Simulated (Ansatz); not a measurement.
Crystal: Ni2H.

```xyz
3
Lattice="2.6430 0.0000 0.0000 -1.3215 2.2889 0.0000 0.0000 0.0000 4.3080" Properties=species:S:1:pos:R:3 pbc="T T T"
Ni    1.3215    0.7630    3.3042
Ni    0.0000    1.5259    1.0038
H     0.0000    0.0000    0.0000
```

Base run:

| Property | Result |
| --- | --- |
| Program | Ansatz 0.2.0 |
| Functional | LDA |
| Potentials or basis | Ansatz PAW |
| Cutoff | 420 eV |
| Density cutoff | 1680 eV |
| k mesh | 11 × 11 × 6 |
| Occupations | fermi-dirac, width 0.05 eV |
| Spin | collinear spin, ferromagnetic start |
| Starting moments | [1.0, 1.0, 0.0] μB |

Its results: band gap on the k mesh none (metal or under the smearing width); pressure -23.1 GPa; net moment 0.18 μB per cell; site moments Ni +0.09; H -0.00 μB; largest force 0.922 eV/Å.

Problem. The run is repeated on the same cell with these changes: hubbard terms from none to Ni d U = 6 eV; hubbard projectors from none to ortho-atomic (the default). What comes out?

Solution. Band gap on the k mesh none (metal or under the smearing width); pressure -1.9 GPa; net moment 1.71 μB per cell; site moments Ni +0.81; H -0.01 μB; largest force 1.136 eV/Å.

Caveats: the PAW data sets come from PBE, with cores solved anew for the run's functional, which leaves a small shift of forces and pressure; the density of states is complete only up to the lowest level of the last band computed; the magnetic or orbital state may not be the lowest (some runs); the U is typed as a test and isn't derived for this compound (some runs); forces of over 1 eV/Å show positions far from the minimum, so gaps and moduli don't describe the material at rest (some runs).

Not every run made on this cell is shown here.
